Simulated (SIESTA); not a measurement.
# MnO in SIESTA: the effect of Hubbard term

Crystal: MnO.

```
CELL_PARAMETERS angstrom
0.00000 2.22200 2.22200
2.22200 0.00000 2.22200
2.22200 2.22200 0.00000
ATOMIC_POSITIONS crystal
Mn 0.00000 0.00000 0.00000
O 0.50000 0.50000 0.50000
```

Alike in all runs:

```yaml
Program: SIESTA 5.4.2
Task: single point
Functional: PBE
Potentials_or_basis: PseudoDojo 0.4 standard (PBE files)
Basis: DZP (energy shift 0.003 Ry; two zetas on semicore shells)
Grid_cutoff: 800 Ry
Energy_shift: 0.003 Ry
k_mesh: 7 × 7 × 7
Occupations: fermi-dirac, width 0.05 eV
Spin: collinear spin, ferromagnetic start
Starting_moments: "[4.0, 0.0] μB"
Hubbard_projector_method: 1
U_from_the_first_cycle: yes
```

```tsv
Hubbard term	gap on the mesh (eV)	pressure (GPa)
none	none	1.4
Mn d U = 2 eV	none	8.3
Mn d U = 4 eV	0.36	10.7
Mn d U = 6 eV	0.66	13.0
Mn d U = 8 eV	?	?
```

Task: What does the run with Hubbard term Mn d U = 8 eV give?

Result: gap on the mesh 0.90 eV; pressure 15.1 GPa.

Worked out: A parabola through the other rows of the pressure, of slope -1.02 GPa per eV there, extrapolates to 11.9 GPa, against the run's 15.1. The fit is too stiff a form for this range.

Caveats: short orbitals over semicore shells can move pressures by several GPa; the basis of atomic orbitals isn't converged, which shifts pressures, moduli and gaps; a cell with one magnetic atom can't hold antiferromagnetic order, which such compounds often take; an odd mesh through Γ misses points on the zone boundary, where band edges often lie (some runs); semilocal functionals often make such compounds metallic where correlation or magnetic order opens a gap, which also shifts bond lengths (some runs).

A gap of «none» marks a metal or a gap under the smearing width.
